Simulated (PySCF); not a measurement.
TePb under changes of volume

One of the cells (33.730 Å³/atom); the others are scaled copies at fixed shape and fractional positions:

```
Pb Te
1.0
     0.00000    3.23100    3.23100
     3.23100    0.00000    3.23100
     3.23100    3.23100    0.00000
Pb Te
1 1
Cartesian
  0.0000 0.0000 0.0000
  3.2310 3.2310 3.2310
```

```yaml
Program: PySCF 2.14.0
Functional: PBEsol
Potentials_or_basis: DZVP-MOLOPT-SR/GTH-PBE (potentials made for PBE)
k_mesh: 6 × 6 × 6
Occupations: fermi-dirac, width 0.05 eV
Spin: no spin polarisation
```

```tsv
volume (Å³/atom)	energy over the lowest point (meV/atom)	gap on the mesh (eV)
31.706	36.14	0.50
32.380	?	?
33.055	9.10	0.59
33.730	2.55	0.63
34.404	0.00	0.67
35.079	1.05	0.70
35.753	5.31	0.73
```

Problem. What does the run at 32.380 Å³/atom give?

Solution. Energy over the lowest point 20.12 meV/atom; gap on the mesh 0.54 eV.

Worked out: A Birch-Murnaghan fit of order 3 (a polynomial in V^(-2/3)) to the other rows has its minimum at 34.53 Å³/atom with B0 = V·E''(V) = 43 GPa and B' = 4.6. It gives 20.13 meV/atom at 32.380 Å³/atom, against the run's 20.12. A straight line through the other rows of the gap, of slope 1.92 eV per unit of ln V (its deformation potential), gives 0.55 eV, against the run's 0.54.

Energies are extrapolated to zero smearing.

Caveats: the potentials were made for another functional, which shifts forces and pressure; spin-orbit coupling is left out, which as a rule narrows the gap of such compounds by several tenths of an eV; the basis of atomic orbitals isn't converged, which shifts pressures, moduli and gaps.

A mesh can miss the band edges.
